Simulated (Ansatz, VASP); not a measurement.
W in VASP and in Ansatz

```
W
1.0
    -1.58234    1.58234    1.58234
     1.58234   -1.58234    1.58234
     1.58234    1.58234   -1.58234
W
1
Direct
  0.00000 0.00000 0.00000
```

Alike in both runs: task single point; functional PBE; k mesh 12 × 12 × 12; occupations gaussian, width 0.1 eV; no spin polarisation.

|  | VASP | Ansatz |
| --- | --- | --- |
| version | VASP 6.6.1 | Ansatz 0.2.0 |
| potentials or method | VASP PAW PBE potentials, release 64 (W_sv), cutoff 520 eV | all-electron LAPW, scalar-relativistic |

Ansatz gave:

* gap on the k mesh at the Fermi level (eV): none
* pressure (GPa): 5.9

Q: Which values does VASP return?

A: gap on the k mesh at the Fermi level (eV): none; pressure (GPa): 6.5.

A gap of «none» marks a metal or a gap that the smearing closes. Ansatz ran all-electron here, so the differences hold the error of VASP's frozen core and of both bases.

Spin-orbit coupling is left out, which matters for the levels of W.
